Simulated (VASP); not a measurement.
# ZrC: single point with PBE

ZrC:

```
Zr C
1.0
     3.47090    0.00000    0.00000
    -1.73545    3.00589    0.00000
     0.00000    0.00000    4.99668
Zr C
2 2
Direct
  0.33333 0.66667 0.25000
  0.66667 0.33333 0.75000
  0.00000 0.00000 0.00000
  0.00000 0.00000 0.50000
```

The cell comes from a database or a generator and needn't be the stable form of this composition.

- Program: VASP 6.6.1
- Task: single point
- Functional: PBE
- Potentials or basis: VASP PAW PBE potentials, release 64 (Zr_sv, C)
- Cutoff: 520 eV
- k mesh: 18 × 18 × 10
- Occupations: gaussian, width 0.15 eV
- Spin: no spin polarisation

```yaml
Pressure: -0.4 GPa
Band_gap_on_the_k_mesh: none (metal or under the smearing width)
```

Stress tensor (GPa, compression positive):
```
-5.45  0.00  0.00
 0.00 -5.45  0.00
 0.00  0.00  9.75
```

Levels at points of the mesh, in eV from the Fermi level:
```tsv
k point	band 14	band 15	band 16	band 17	band 18	band 19
(0.00, 0.00, 0.00)	-1.50	-1.50	0.93	1.01	1.01	1.02
(0.50, 0.00, 0.00)	-2.67	-1.85	-1.43	2.20	3.11	3.99
(0.00, 0.00, 0.50)	-3.07	-2.52	-2.52	3.34	3.34	3.34
(0.50, 0.00, 0.50)	-2.59	-2.54	-2.54	1.34	1.34	3.34
```

Run time: 4.6 min on 1 thread of Intel(R) Xeon(R) 6975P-C (Granite Rapids), on a shared host, peak memory 0.36 GiB.
